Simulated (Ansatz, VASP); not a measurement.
**Two plane-wave programs on InPd**

INCAR

```
SYSTEM = InPd
ALGO     = Normal         ! electronic algorithm
EDIFF    = 1E-7           ! SCF threshold, eV
EDIFFG   = -0.01          ! ionic threshold
ENCUT    = 600            ! plane-wave cutoff, eV
IBRION   = 2              ! ionic algorithm
ISIF     = 3              ! what is computed and relaxed
ISMEAR   = -1             ! smearing method
IVDW     = 12             ! dispersion correction
LASPH    = .TRUE.         ! aspherical terms in the spheres
LCHARG   = .FALSE.        ! write CHGCAR
LMIXTAU  = .TRUE.       
LREAL    = .FALSE.        ! projectors in reciprocal space
LWAVE    = .FALSE.        ! write WAVECAR
METAGGA  = R2SCAN         ! meta-GGA
NELM     = 80             ! most SCF steps
NSW      = 40             ! ionic steps
PREC     = Accurate       ! precision mode
SIGMA    = 0.05           ! smearing width, eV
VDW_A1   = 0.49484001   
VDW_A2   = 5.73083694   
VDW_S6   = 1.0          
VDW_S8   = 0.78981345
```

KPOINTS

```
k-points
0
G
  8 8 8
  0 0 0
```

The input POSCAR:

```
InPd
1.0
    0.0000000000      2.7460700000      2.7460700000
    2.7460700000      0.0000000000      2.7460700000
    2.7460700000      2.7460700000      0.0000000000
In Pd
1 1
Direct
    0.0000000000      0.0000000000      0.0000000000
    0.5000000000      0.5000000000      0.5000000000
```

File input.yaml:

```yaml
crystal:
  lattice:
    - [0.0, 2.74607, 2.74607]
    - [2.74607, 0.0, 2.74607]
    - [2.74607, 2.74607, 0.0]
  atoms:
    - { symbol: In, position: [0.0, 0.0, 0.0] }
    - { symbol: Pd, position: [0.5, 0.5, 0.5] }
hamiltonian:
  xc: r2scan
  pseudopotentials: { kind: paw }
  dispersion: d3bj
kpoints:
  mp_grid: { grid: [8, 8, 8] }
scf:
  occupations: { method: fermi_dirac, width: 0.05 }
output:
  forces: true
  stress: true
  eigenvalues: true
  write_density: true
  write_potential: true
  elf: true
  volumetric_format: npy
relax:
  f_tol: 0.01
  max_steps: 40
  cell: { stress_tol: 0.05 }
```

The cell was built by a generator and needn't be a form met in nature.

Alike in both runs: task relaxation of cell and atoms; functional r2SCAN; dispersion D3(BJ); k mesh 8 × 8 × 8; occupations fermi-dirac, width 0.05 eV; no spin polarisation.

|  | VASP | Ansatz |
| --- | --- | --- |
| version | VASP 6.6.1 | Ansatz 0.2.0 |
| potentials or method | VASP PAW PBE potentials, release 64 (In_d, Pd) | Ansatz PAW |
| plane-wave cutoff (eV) | 600 | 500 |
| valence electrons in the cell | 23 | 31 |

|  | VASP | Ansatz | Ansatz less VASP |
| --- | --- | --- | --- |
| gap on the k mesh at the Fermi level, each at its own relaxed structure (eV) | none | none | - |
| relaxed volume (Å³/atom) | 19.79 | 19.68 | -0.110 |
| relaxed cell length with the largest relative difference (Å) | 3.826 | 3.818 | -0.0071 |
| energy change over the relaxation (meV/atom) | -13 | -16 | -3.0 |

A gap of «none» marks a metal or a gap that the smearing closes. The two sets of potentials don't hold the same shells in valence.

Caveats: pairwise dispersion overbinds metals, which lowers pressure and volume; the PAW data sets were made with another functional, which shifts forces and pressure a little (VASP); the plane-wave basis is chosen anew once the cell has moved, so the energies of steps on either side of that aren't comparable (Ansatz); the PAW data sets come from PBE, with cores solved anew for the run's functional, which leaves a small shift of forces and pressure (Ansatz); the dispersion damping was fitted for another functional or another form of the correction (Ansatz).
